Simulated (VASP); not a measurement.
## Mo: single point with PBEsol

Crystal: Mo.

```xyz
1
Lattice="-1.6967 1.6967 1.4453 1.6967 -1.6967 1.4453 1.6967 1.6967 -1.4453" Properties=species:S:1:pos:R:3 pbc="T T T"
Mo    0.0000    0.0000    0.0000
```

The cell isn't the ideal one: strain +0.080 along x and y, -0.080 along z, atoms carried along.

| Quantity | Value |
| --- | --- |
| Program | VASP 6.6.1 |
| Task | single point |
| Functional | PBEsol |
| Potentials or basis | VASP PAW PBE potentials, release 64 (Mo_sv) |
| Cutoff | 520 eV |
| k mesh | 22 × 22 × 22 |
| Occupations | gaussian, width 0.15 eV |
| Spin | no spin polarisation |

```
Pressure               : -16.0 GPa
Band gap on the k mesh : none (metal or under the smearing width)
```

Stress tensor (GPa, compression positive):
```
-26.04   0.00   0.00
  0.00 -26.04   0.00
  0.00   0.00   4.00
```

Levels at points of the mesh, in eV from the Fermi level:
| k point | band 4 | band 5 | band 6 | band 7 | band 8 | band 9 | band 10 | band 11 |
| --- | --- | --- | --- | --- | --- | --- | --- | --- |
| (0.00, 0.00, 0.00) | -34.35 | -6.94 | -2.16 | -0.27 | -0.27 | 0.28 | 2.54 | 14.05 |
| (0.50, 0.00, 0.00) | -34.57 | -4.90 | -3.49 | 1.44 | 2.05 | 3.57 | 4.32 | 11.44 |
| (0.50, 0.50, 0.00) | -34.45 | -4.76 | -1.55 | 0.14 | 0.75 | 1.56 | 4.28 | 9.90 |
| (0.50, 0.50, 0.50) | -34.90 | -5.05 | -4.69 | 3.72 | 3.72 | 4.15 | 7.32 | 7.32 |

Wall time 60 s on 1 thread of Intel(R) Xeon(R) 6975P-C (Granite Rapids), with other jobs on the host, peak memory 0.28 GiB.

Caveat: so large a pressure means that the cell lies far from this level's equilibrium, or that cutoff or potentials fall short; the potentials were made for another functional, which shifts forces and pressure.
